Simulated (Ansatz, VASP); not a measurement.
# MgO in VASP and in Ansatz

```
Mg O
1.0
     2.93802    0.00000    0.00000
    -1.46901    2.54440    0.00000
     0.00000    0.00000    2.67968
Mg O
1 1
Direct
  0.00000 0.00000 0.00000
  0.33333 0.66667 0.50000
```

Measurements of this composition are mostly on another form, of space group No. 225.

Alike in both runs: task single point; functional PBEsol; k mesh 6 × 6 × 4; no spin polarisation.

|  | VASP | Ansatz |
| --- | --- | --- |
| version | VASP 6.6.1 | Ansatz 0.2.0 |
| potentials or method | VASP PAW PBE potentials, release 64 (Mg, O) | plane waves, PAW |
| plane-wave cutoff (eV) | 520 | 420 |
| occupations | gaussian, width 0.01 eV | fixed |
| valence electrons in the cell | 8 | 16 |

```tsv
	VASP	Ansatz	Ansatz less VASP
gap on the k mesh at the Fermi level (eV)	2.91	2.91	+0.002
```

The two sets of potentials don't hold the same shells in valence.

Caveats: the k mesh is coarse (spacing up to 0.59 Å⁻¹), so the values aren't converged. A k mesh can miss the band edges.
